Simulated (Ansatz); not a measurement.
Set up this calculation in Ansatz 0.2.0, as an ASE script.

```
Task                : single point
Functional          : revPBE
Dispersion          : D4
Potentials or basis : Ansatz PAW accurate
Cutoff              : 760 eV
Density cutoff      : 3040 eV
k mesh              : 8 × 8 × 8
Occupations         : tetrahedron
Spin                : no spin polarisation
Driver              : chain
```

The structure of Mg lies in POSCAR:

```
Mg
1.0
    0.0241420000      2.2286080000      2.1707050000
    2.2404100000     -0.0127800000      2.2076270000
    2.2784710000      2.3035920000     -0.0508420000
Mg
1
Direct
    0.0000000000      0.0000000000      0.0000000000
```

This isn't the form of Mg at room conditions, which is hcp.

The cell isn't the ideal one: cell strained at random at fixed volume.

These files were run (other wordings do the same):

run.py

```python
import json

import ase.io
import numpy as np

import ansatz as az

atoms = ase.io.read("POSCAR", format="vasp")

calculation = (
    az.Crystal.from_ase(atoms)
    .calculation()
    .kpoints(8, 8, 8)
    .functional("revpbe", dispersion="d4")
    .pseudopotentials(kind="paw", level="accurate")
    .occupations(method="tetrahedron")
    .forces()
    .stress()
)
outcome = calculation.run(threads=2, events_out="events.jsonl")

report = outcome.report
for line in open("events.jsonl"):
    event = json.loads(line)
    if event["event"] == "scf_iter":
        d = event["data"]
        print(f"SCF {d['iter']:3d}  HF = {d['harris_foulkes_ev']:.6f} eV  dr2 = {d['dr2_ev']:.2e} eV")
    elif event["event"] in ("relax_step", "md_step"):
        d = event["data"]
        print(f"{event['event']} {d['step']:3d}  E = {d['lagrangian_ev']:.6f} eV")
np.set_printoptions(precision=5, suppress=True, linewidth=110)
print("converged:", report["converged"], "after", report["n_iterations"], "iterations")
print(f"free energy {report['free_energy_ev']:.6f} eV, Fermi level {report['fermi_energy_ev']:.4f} eV")
for key in ("band_edges_ev", "magnetization_mub", "site_moments_mub", "site_moments_nc_mub", "forces_ev_ang",
                "stress_gpa"):
    if report.get(key) is not None:
        print(key, np.array(report[key]), sep="\n")
```

Potentials or basis: Ansatz PAW accurate.

The run is started by

```sh
$ python run.py
```

Results of the run:

The pressure is 0.7 GPa and the band gap on the k mesh is none (metal or under the smearing width).

Caveat: the potentials were made for another functional, which shifts forces and pressure; pairwise dispersion overbinds metals, which lowers pressure and volume; with tetrahedron occupations forces and stress needn't match the slope of the energy.

It took 3.2 s on 2 threads of Arm Neoverse V2 (shared host), peak memory 0.53 GiB.
